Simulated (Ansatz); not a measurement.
AlN: a vibration from a frozen displacement

All numbers below come from DFT PBE, scalar-relativistic, plane waves, PAW (Ansatz 0.2.0). Settings: plane waves to 420 eV, k-mesh 10×10×10 (Γ-centred), Gaussian smearing 0.05 eV. No spin polarisation. Energies are free energies at this smearing, counted from the undisturbed cell; pressure is positive in compression.

Reference structure (as given, not relaxed at this level; it stands at 4.9 GPa; this zinc-blende form isn't the usual structure):

```xyz
2
Lattice="0.0000 2.1840 2.1840 2.1840 0.0000 2.1840 2.1840 2.1840 0.0000" Properties=species:S:1:pos:R:3 pbc="T T T"
Al    0.0000    0.0000    0.0000
N     3.2760    3.2760    3.2760
```

Every Al atom is moved by x along the Cartesian unit vector (0.000, -0.707, -0.707); the cell and all other atoms stay fixed. The cell's volume is 20.83 Å³; the moved atoms weigh 26.982 u together and the others 14.007 u. Some rows repeat others by symmetry and weren't run.

```
  x (Å)  ΔE (meV/cell) total force on the moved atoms along the move (eV/Å) pressure (GPa)
-0.3000         709.10                                                5.0568         16.5401
-0.2625         533.99                                                4.2914         13.7055
-0.2250         386.60                                                3.5780         11.2958
-0.1875         265.08                                                2.9100          9.2921
-0.1500         167.87                                                2.2807          7.6774
-0.1125          93.64                                                1.6826          6.4373
-0.0750          41.37                                                1.1085          5.5601
-0.0375          10.30                                                0.5503          5.0373
 0.0000           0.00                                                0.0000          4.8636
 0.0375          10.30                                               -0.5503          5.0373
 0.0750          41.37                                               -1.1085          5.5601
 0.1125          93.64                                               -1.6826          6.4373
 0.1500         167.87                                               -2.2807          7.6774
 0.1875         265.08                                               -2.9100          9.2921
 0.2250         386.60                                               -3.5780         11.2958
 0.2625         533.99                                               -4.2914         13.7055
 0.3000         709.10                                               -5.0568         16.5401
```

Q: What frequency belongs to this motion?

A: The force constant is k = −dF/dx = 14.674 eV/Å², from the parabola through x = -0.0375, 0 and 0.0375. In every cell the moved atoms swing against the rest, so the mass is μ = m₁m₂/(m₁ + m₂) = 9.220 u, and ν̃ = 521.5 cm⁻¹ × √(|k|/μ) = 658 cm⁻¹, at this cell's pressure of 4.9 GPa. To first order in x, and within 1 %, the force on every atom lies along the move and, within each of the two groups, in proportion to the atom's mass, so this is itself a mode at the zone centre of this cell, taken without macroscopic field (the transverse frequency in a polar insulator).

Q: How far does the harmonic law reach?

A: At x = -0.300 Å, kx²/2 = 660.32 meV against the computed 709.10 meV (+7.4 %): the well is still close to harmonic there.

Q: The pressure changes with x². What does that say about the frequency under compression?

A: With E = k(V)x²/2, k ∝ V^(−2γ) and x scaling with the cell as V^(1/3), P − P0 = −∂E/∂V = (2γ − 2/3) ΔE/V. At x = 0.0750 Å, V(P − P0) = 20.83 × 0.69645 / 160.2 eV = 90.57 meV and ΔE = 41.37 meV, so γ = 1/3 + V(P − P0)/(2ΔE) = 1.43. This is the Grüneisen parameter of the motion under uniform scaling of the cell: shrinking the cell evenly by 1 % in volume raises the frequency by about 1.43 %.

The 658 cm⁻¹ mode reflects a stiff restoring force acting on a small reduced mass, which is set mainly by the light nitrogen. The stiffness comes from short, strongly polar Al–N bonds with substantial covalent character, which resist both stretching and bending. Along this direction one bond of the tetrahedron shortens and another lengthens, while the other two change length only at second order. The extra energy at large amplitude probably arises because repulsion on the shortened bond grows faster than the restoring force on the stretched one weakens.

The positive Grüneisen parameter has a related origin: compression steepens the short-range repulsion and stiffens the bonds. The same mode should therefore lie somewhat lower in a cell relaxed to zero pressure.

The symmetry of the well doesn't mean that cubic anharmonicity is absent. In the zinc-blende structure the leading cubic term involves the product of all three Cartesian displacements and vanishes along this path, so the near-harmonic curve can't establish weak phonon–phonon scattering or a long phonon lifetime.
